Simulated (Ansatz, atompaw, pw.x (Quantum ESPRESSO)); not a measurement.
**zirconium (Zr): one change to the PAW (atompaw) potential, in the atom and in the bcc crystal**

Zr (Z = 40), PAW, made with atompaw 4.2.0.5 (PBEsol, scalar-relativistic). Core [Kr], reference 4d2 5s2 5p0. Waves: 5s (bound): rc 3.00 bohr; 5s channel at 3.3 Ry: rc 3.00 bohr; 5p (bound, empty): rc 3.00 bohr; 5p channel at 2.95 Ry: rc 3.00 bohr; 4d (bound): rc 3.00 bohr; 4d channel at 0.55 Ry: rc 3.00 bohr. Local part: bessel scheme, radius 2.80 bohr. Core correction: smooth core density matched at 2.40 bohr. Augmentation charge: sinc compensation charge, radius 2.45 bohr; PAW radius 3.00 bohr; waves and projectors: custom rrkj gramschmidtortho.

Change: wave 4d channel at 0.55 Ry: rc 3.00 bohr becomes 4d channel at 0.55 Ry: rc 2.30 bohr.

Cutoffs, loose and tight: the cutoffs (Ry, on a coarse ladder) from which the occupation-weighted sum of valence levels, in a spherical-Bessel basis at the reference potential, stays within 10 and 1 mRy of its value at 400 Ry. They see the waves and projectors alone, not the compensation charge or the core.

Crystal test: bcc Zr in pw.x 7.5, no spin, 13³ k-points, Fermi–Dirac smearing 0.01 Ry, cutoffs set for each file from its atomic test. The reference is all-electron LAPW (Ansatz 0.2.0) with the same functional, mesh and smearing; V0 and B0 come from Birch–Murnaghan fits to the pressures at five volumes. Errors are pseudo minus all-electron; Δ is the rms difference of the E(V) curves that follow from these fits, minima aligned, over ±6 % about the mean V0. Mesh and smearing are coarse, so the numbers serve the comparison and aren't converged zero-temperature values; the lattice is a test structure that the element need not adopt.

All-electron: a0 = 3.529 Å (V0 = 21.97 Å³/atom), B0 = 92.2 GPa.

**Question.** Does the change bring the crystal closer to the all-electron result?

**Answer.** The mean pressure error goes from +2.82 to +2.86 GPa, a small move against the size of the error.

```json
{"quantity": "outcome (atom)", "base": "generated", "changed": "generated"}
{"quantity": "cutoff, loose (atom)", "base": "8 Ry", "changed": "10 Ry"}
{"quantity": "cutoff, tight (atom)", "base": "12 Ry", "changed": "12 Ry"}
{"quantity": "bound ghosts (atom)", "base": "none", "changed": "none"}
{"quantity": "cutoffs in pw.x (Ry)", "base": "40/400", "changed": "40/400"}
{"quantity": "a0 (Å)", "base": "3.562", "changed": "3.563"}
{"quantity": "a0 error (%)", "base": "+0.96", "changed": "+0.97"}
{"quantity": "B0 error (%)", "base": "+6.2", "changed": "+5.6"}
{"quantity": "Δ (meV/atom)", "base": "13.4", "changed": "13.5"}
{"quantity": "mean pressure error (GPa)", "base": "+2.82", "changed": "+2.86"}
```

Base: This is a poor potential for the solid. Changed file: This is a poor potential for the solid. The atomic cutoffs weigh occupied waves only.
